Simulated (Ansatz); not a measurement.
# TiCo under changes of volume

One of the cells (13.313 Å³/atom); the others are scaled copies at fixed shape and fractional positions:

```
CELL_PARAMETERS angstrom
2.98611 0.00000 0.00000
0.00000 2.98611 0.00000
0.00000 0.00000 2.98611
ATOMIC_POSITIONS crystal
Co 0.50000 0.50000 0.50000
Ti 0.00000 0.00000 0.00000
```

The cell comes from a database or a generator and needn't be the stable form of this composition.

| Quantity | Value |
| --- | --- |
| Program | Ansatz 0.2.0 |
| Functional | PBE |
| Potentials or basis | Ansatz PAW |
| Cutoff | 420 eV (not typed: the program's choice for these potentials) |
| k mesh | 9 × 9 × 9 |
| Occupations | fermi-dirac, width 0.05 eV |
| Spin | collinear spin, ferromagnetic start |
| Starting moments | [2.0, 1.0] μB |

| volume (Å³/atom) | energy over the lowest point (meV/atom) | pressure (GPa) | moment (μB per cell) |
| --- | --- | --- | --- |
| 12.515 | 23.97 | 10.8 | 0.70 |
| 12.781 | ? | ? | ? |
| 13.047 | 1.85 | 2.9 | 0.79 |
| 13.313 | 0.00 | -0.5 | 0.82 |
| 13.580 | 3.56 | -3.6 | 0.84 |
| 13.846 | 12.03 | -6.4 | 0.85 |
| 14.112 | 24.92 | -8.9 | 0.87 |

Question: What does the run at 12.781 Å³/atom give?

Answer: Energy over the lowest point 9.64 meV/atom; pressure 6.6 GPa; moment 0.75 μB per cell.

Worked out: A Birch-Murnaghan fit of order 3 (a polynomial in V^(-2/3)) to the other rows has its minimum at 13.27 Å³/atom with B0 = V·E''(V) = 165 GPa and B' = 3.8. It gives 9.64 meV/atom at 12.781 Å³/atom, against the run's 9.64, and -dE/dV = 6.6 GPa, against 6.6. A parabola through the other rows of the moment, of slope 0.16 μB per Å³/atom there, gives 0.75 μB, against the run's 0.75.

Energies are extrapolated to zero smearing.
